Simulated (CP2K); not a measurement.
SrCl2:

```
Sr Cl
1.0
     4.93327    0.00000    0.00000
     2.46664    4.27234    0.00000
     2.46664    1.42411    4.02800
Sr Cl
1 2
Direct
  0.00000 0.00000 0.00000
  0.75000 0.75000 0.75000
  0.25000 0.25000 0.25000
```

Base run:

| Quantity | Value |
| --- | --- |
| Program | CP2K 2026.2 |
| Functional | HLE16 |
| Potentials or basis | POTENTIAL_UZH Sr GTH-PBE-q10, Cl GTH-PBE-q7; TZVP-MOLOPT-PBE-GTH basis |
| Density cutoff | 12245 eV |
| k mesh | 7 × 7 × 7 |
| Occupations | fermi-dirac, width 0.05 eV |
| Spin | no spin polarisation |

Its results: band gap on the k mesh 6.97 eV, indirect (least direct gap 7.06 eV); pressure 0.5 GPa.

**Question.** After a change of settings the same cell gave: band gap on the k mesh 4.84 eV, indirect (least direct gap 5.16 eV); pressure -1.9 GPa. Which change was it?
A. functional from HLE16 to BEEF-vdW
B. functional from HLE16 to vdW-DF-cx
C. functional from HLE16 to LDA
D. functional from HLE16 to M06-L

**Answer.** C.

Caveats: the potentials were made for another functional, which shifts forces and pressure; an odd mesh through Γ misses points on the zone boundary, where band edges often lie; the basis of atomic orbitals isn't converged, which shifts pressures, moduli and gaps; the potentials were made for a functional far from this one (some runs).
